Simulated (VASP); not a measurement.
# As (Cmce) in VASP: phonons with LDA

Aim: the phonons of As with LDA.

Program: VASP 6.6.1. These are calculated values, not measurements. Logs are shortened: lines on timing, memory, paths and dates and some standing lists are left out, and cuts for length are marked.

### 1 Starting point

The structure is orthorhombic, space group Cmce (No. 64). The conventional cell has a = 3.726 Å, b = 10.757 Å, c = 4.212 Å, α = 90.00°, β = 90.00°, γ = 90.00°. As (site symmetry m) has 3 As at 2.47 to 2.49 Å as nearest neighbours.

This isn't the form of As at room conditions, which is rhombohedral.

### 2 Phonons, LDA

Contents of POSCAR:

```
As
1.0
    1.8630698215     -5.3785234608      0.0000000000
    1.8630698215      5.3785234608     -0.0000000000
    0.0000000000      0.0000000000      4.2115230004
  As
     4
Direct
     0.1130667008876189    0.8869332991123809    0.0531152294551243
     0.6130667008876191    0.3869332991123811    0.4468847705448757
     0.8869332991123809    0.1130667008876189    0.9468847705448757
     0.3869332991123811    0.6130667008876191    0.5531152294551243
```

Contents of INCAR.step1:

```
SYSTEM = As
PREC = Accurate ; ENCUT = 600
EDIFF = 1E-8 ; ISMEAR = 1
SIGMA = 0.2 ; LREAL = .FALSE.
LASPH = .TRUE. ; NELM = 80
ALGO = Normal ; ISIF = 3
LWAVE = .FALSE. ; LCHARG = .FALSE.
GGA = CA ; KPAR = 2
IBRION = 2 ; NSW = 40
EDIFFG = -0.002
```

Contents of INCAR.step2:

```
SYSTEM = As
PREC = Accurate ; ENCUT = 600
EDIFF = 1E-8 ; ISMEAR = 1
SIGMA = 0.2 ; LREAL = .FALSE.
LASPH = .TRUE. ; NELM = 80
ALGO = Normal ; ISIF = 2
LWAVE = .FALSE. ; LCHARG = .FALSE.
GGA = CA ; KPAR = 2
IBRION = 6 ; NFREE = 2
POTIM = 0.015 ; NSW = 1
```

Contents of KPOINTS:

```
regular mesh
0
G
  16 16 14
  0 0 0
```

Potentials or basis: VASP PAW LDA potentials, release 64 (As).

The run is started by

```sh
> cat potpaw_LDA.64/As/POTCAR > POTCAR
> cp INCAR.step1 INCAR
> mpirun -np 2 vasp_std > vasp.out
> cp CONTCAR POSCAR
> cp INCAR.step2 INCAR
> mpirun -np 2 vasp_std > vasp.out
```

OUTCAR:

```text
SYSTEM = As
   PREC = Accurate
   ENCUT = 600
   EDIFF = 1E-8
   ISMEAR = 1
   LREAL = .FALSE.
   LASPH = .TRUE.
   NELM = 80
   ISIF = 2
   GGA = CA
   IBRION = 6
   NFREE = 2
   POTIM = 0.015
   NSW = 1

 ion  position               nearest neighbor table
   1  0.113  0.887  0.054-   3 2.47   2 2.49   2 2.49
   2  0.613  0.387  0.446-   4 2.47   1 2.49   1 2.49
   3  0.887  0.113  0.946-   1 2.47   4 2.49   4 2.49
   4  0.387  0.613  0.554-   2 2.47   3 2.49   3 2.49

  LATTYP: Found a base centered orthorhombic cell.
 ALAT       =     3.7238303159
 B/A-ratio  =     2.8880244873
 C/A-ratio  =     1.1339571531

  Lattice vectors:

 A1 = (   1.8619151580,  -5.3772565695,   0.0000000000)
 A2 = (   1.8619151580,   5.3772565695,   0.0000000000)
 A3 = (   0.0000000000,   0.0000000000,   4.2226640237)

Analysis of symmetry for initial positions (statically):
=====================================================================
 Subroutine PRICEL returns:
 Original cell was already a primitive cell.

 Routine SETGRP: Setting up the symmetry group for a
 base centered orthorhombic supercell.

 Subroutine GETGRP returns: Found  8 space group operations
 (whereof  4 operations were pure point group operations)
 out of a pool of  8 trial point group operations.

The static configuration has the point symmetry C_2h.
 The point group associated with its full space group is D_2h.

Analysis of symmetry for dynamics (positions and initial velocities):
=====================================================================
 Subroutine PRICEL returns:
 Original cell was already a primitive cell.

 Routine SETGRP: Setting up the symmetry group for a
 base centered orthorhombic supercell.

 Subroutine GETGRP returns: Found  8 space group operations
 (whereof  4 operations were pure point group operations)
 out of a pool of  8 trial point group operations.

The dynamic configuration has the point symmetry C_2h.
 The point group associated with its full space group is D_2h.

 Subroutine INISYM returns: Found  8 space group operations
 (whereof  4 operations are pure point group operations),
 and found     1 'primitive' translations

----------------------------------------------------------------------------------------

                                     Primitive cell

  volume of cell :      84.5546

  direct lattice vectors                    reciprocal lattice vectors
     1.861915158 -5.377256569  0.000000000     0.268540700 -0.092984219  0.000000000
     1.861915158  5.377256569  0.000000000     0.268540700  0.092984219  0.000000000
     0.000000000  0.000000000  4.222664024     0.000000000  0.000000000  0.236817325

  length of vectors
     5.690484713  5.690484713  4.222664024     0.284183343  0.284183343  0.236817325

  position of ions in fractional coordinates (direct lattice)
     0.113005835  0.886994165  0.053646370
     0.613005835  0.386994165  0.446353630
     0.886994165  0.113005835  0.946353630
     0.386994165  0.613005835  0.553646370

  ion indices of the primitive-cell ions
   primitive index   ion index
                 1           1
                 2           2
                 3           3
                 4           4

----------------------------------------------------------------------------------------

 KPOINTS: regular mesh

Automatic generation of k-mesh.
 Grid dimensions read from file:
 generate k-points for:   16   16   14

 Generating k-lattice:

[... 94 lines left out ...]
 Methfessel and Paxton  Order N= 1 SIGMA  =   0.20
  energy-cutoff  :      600.00
  volume of cell :       84.55
 maximum number of plane-waves:      2851
 NGX is ok and might be reduce to    48
   NGX = 23   NGY = 23   NGZ = 17

--------------------------------------- Ionic step        1  -------------------------------------------

 number of electron      19.9999999 magnetization

 Free energy of the ion-electron system (eV)
  ---------------------------------------------------
  ext. energy  EPLUGINS =         0.00000000
  ---------------------------------------------------
  free energy    TOTEN  =       -21.35891127 eV

  energy without entropy =      -21.36006039  energy(sigma->0) =      -21.35929431

------------------------ aborting loop because EDIFF is reached ----------------------------------------

  FORCE on cell =-STRESS in cart. coord.  units (eV):
  Direction    XX          YY          ZZ          XY          YZ          ZX
  --------------------------------------------------------------------------------------
  -------------------------------------------------------------------------------------
  Total       -0.0017729      0.0016187      0.0046432      0.0000000     -0.0000000      0.0000000
  in kB       -0.0335944      0.0306710      0.0879818      0.0000000     -0.0000000      0.0000000
  external PRESSURE =       0.0283528 kB  Pullay stress =       0.0000000 kB
[... 215 lines left out ...]
--------------------------------------- Ionic step        7  -------------------------------------------

 number of electron      19.9999999 magnetization

 Free energy of the ion-electron system (eV)
  ---------------------------------------------------
  ext. energy  EPLUGINS =         0.00000000
  ---------------------------------------------------
  free energy    TOTEN  =       -21.35794994 eV

  energy without entropy =      -21.35909912  energy(sigma->0) =      -21.35833300

 E-fermi :   5.2859     XC(G=0): -10.2493

 val. band max:        5.2857404710   @ k =   0.5000   0.3750   0.0714
 cond. band min:       5.2871519794   @ k =  -0.5000  -0.4375   0.0714
 fundamental gap:      0.0014115084
 Fermi energy:         5.2858624818

 k-point     1 :       0.0000    0.0000    0.0000
  band No.  band energies     occupation
      1      -9.6615      2.00000
      2      -6.6036      2.00000
      3      -3.8076      2.00000
      4      -1.0231      2.00000
      5      -0.5137      2.00000
      6       0.9769      2.00000
      7       1.9251      2.00000
      8       2.9857      2.00000
      9       3.2958      2.00000
     10       4.4803      2.00000
     11       7.3071     -0.00000
     12       7.8551     -0.00000
     13       7.8584     -0.00000
     14       9.0308     -0.00000
[... 377 lines left out ...]
      1      -9.6488      2.00000
      2      -6.6444      2.00000
      3      -3.8029      2.00000
      4      -0.9608      2.00000
      5      -0.5316      2.00000
      6       1.0045      2.00000
      7       1.8952      2.00000
      8       3.0277      2.00000
      9       3.2529      2.00000
     10       4.5150      2.00000
     11       7.2584     -0.00000
     12       7.8294     -0.00000
     13       7.8971     -0.00000
     14       9.0031     -0.00000

 [... further k-points ...]

------------------------ aborting loop because EDIFF is reached ----------------------------------------

  FORCE on cell =-STRESS in cart. coord.  units (eV):
  Direction    XX          YY          ZZ          XY          YZ          ZX
  --------------------------------------------------------------------------------------
  -------------------------------------------------------------------------------------
  Total       -0.0754526      0.0277879     -0.1585918      0.0000000     -0.0528186      0.0000000
  in kB       -1.4297081      0.5265373     -3.0050669      0.0000000     -1.0008295      0.0000000
  external PRESSURE =      -1.3027459 kB  Pullay stress =       0.0000000 kB
[... 19 lines left out ...]
  FREE ENERGIE OF THE ION-ELECTRON SYSTEM (eV)
  ---------------------------------------------------
  free  energy   TOTEN  =       -21.3579499431 eV

  energy  without entropy=      -21.3590991164  energy(sigma->0) =      -21.35833300

 INTERNAL STRAIN TENSORS FROM DISPLACED ATOMS
 ============================================

 INTERNAL STRAIN TENSOR FOR ION    1 for displacements in x,y,z  (eV/Angst):
          X           Y           Z          XY          YZ          ZX
  --------------------------------------------------------------------------------
  x     0.00000     0.00000     0.00000     2.82821     0.00000     7.88403
  y     2.30776    13.64637     1.95124     0.00000     0.71411     0.00000
  z     5.18625    -1.75043    10.93002     0.00000     3.52467     0.00000

 INTERNAL STRAIN TENSOR FOR ION    4 for displacements in x,y,z  (eV/Angst):
          X           Y           Z          XY          YZ          ZX
  --------------------------------------------------------------------------------
  x     0.00000     0.00000     0.00000    -2.82821     0.00000     7.88403
  y    -2.30776   -13.64637    -1.95124     0.00000     0.71411     0.00000
  z     5.18625    -1.75043    10.93002     0.00000    -3.52467     0.00000

 Eigenvectors and eigenvalues of the dynamical matrix
 ----------------------------------------------------

   1 f  =    7.509214 THz    47.181781 2PiTHz  250.480409 cm-1    31.055599 meV
             X         Y         Z           dx          dy          dz
      1.861915  4.161934  0.226531     0.000000   -0.000006   -0.500000
      1.861915 -1.215323  1.884801    -0.000000   -0.000006    0.500000
      1.861915 -4.161934  3.996133     0.000000   -0.000006   -0.500000
      1.861915  1.215323  2.337863    -0.000000   -0.000006    0.500000
[... 57 lines left out ...]
  10 f  =    0.000000 THz     0.000001 2PiTHz    0.000003 cm-1     0.000000 meV
             X         Y         Z           dx          dy          dz
      1.861915  4.161934  0.226531     0.500000    0.000000   -0.000000
      1.861915 -1.215323  1.884801     0.500000    0.000000   -0.000000
      1.861915 -4.161934  3.996133     0.500000    0.000000   -0.000000
      1.861915  1.215323  2.337863     0.500000    0.000000   -0.000000

  11 f/i=    0.000091 THz     0.000571 2PiTHz    0.003031 cm-1     0.000376 meV
             X         Y         Z           dx          dy          dz
      1.861915  4.161934  0.226531     0.000000   -0.500000    0.000006
      1.861915 -1.215323  1.884801     0.000000   -0.500000   -0.000006
      1.861915 -4.161934  3.996133     0.000000   -0.500000    0.000006
      1.861915  1.215323  2.337863     0.000000   -0.500000   -0.000006

  12 f/i=    0.916138 THz     5.756268 2PiTHz   30.559091 cm-1     3.788843 meV
             X         Y         Z           dx          dy          dz
      1.861915  4.161934  0.226531     0.000000   -0.499998   -0.001317
      1.861915 -1.215323  1.884801     0.000000    0.499998   -0.001317
      1.861915 -4.161934  3.996133     0.000000   -0.499998   -0.001317
      1.861915  1.215323  2.337863     0.000000    0.499998   -0.001317

 ELASTIC MODULI CONTR FROM IONIC RELAXATION (kBar)
 Direction    XX          YY          ZZ          XY          YZ          ZX
 --------------------------------------------------------------------------------
 XX        -176.6766   -153.3349   -329.3496     -0.0000      0.0000      0.0000
 YY        -153.3349  -1037.0258   -103.3361      0.0000     -0.0000      0.0000
 ZZ        -329.3496   -103.3361   -650.7989     -0.0000      0.0000      0.0000
 XY          -0.0000      0.0000     -0.0000   -269.6184      0.0000     -0.0000
 YZ           0.0000     -0.0000      0.0000      0.0000   -308.4044      0.0000
 ZX           0.0000      0.0000      0.0000     -0.0000      0.0000   -432.3110
 --------------------------------------------------------------------------------
```

Run time: 60 min. Hardware: 2 MPI ranks of AMD EPYC 9R45 (Zen 5), shared host; peak memory 3.1 GiB.

Results:

* Relaxed volume: 21.14 Å³/atom
* Relaxed cell: a = 5.690 Å, b = 5.690 Å, c = 4.223 Å, α = 90.00°, β = 90.00°, γ = 141.80°
* Space group after relaxing (to 0.05 Å): Cmce (No. 64)
* Highest phonon frequency at Γ: 250 cm⁻¹
* Most unstable mode: 31i cm⁻¹

Final structure:
```
As
1.0
     1.86192   -5.37726    0.00000
     1.86192    5.37726    0.00000
     0.00000    0.00000    4.22266
As
4
Direct
  0.11301 0.88699 0.05365
  0.61301 0.38699 0.44635
  0.88699 0.11301 0.94635
  0.38699 0.61301 0.55365
```

Phonon frequencies in cm⁻¹ (negative: imaginary):
| q point | frequencies |
| --- | --- |
| (0.000, 0.000, 0.000) | -31 0 0 0 90 104 199 210 218 224 236 250 |

Caveat: some modes are imaginary.
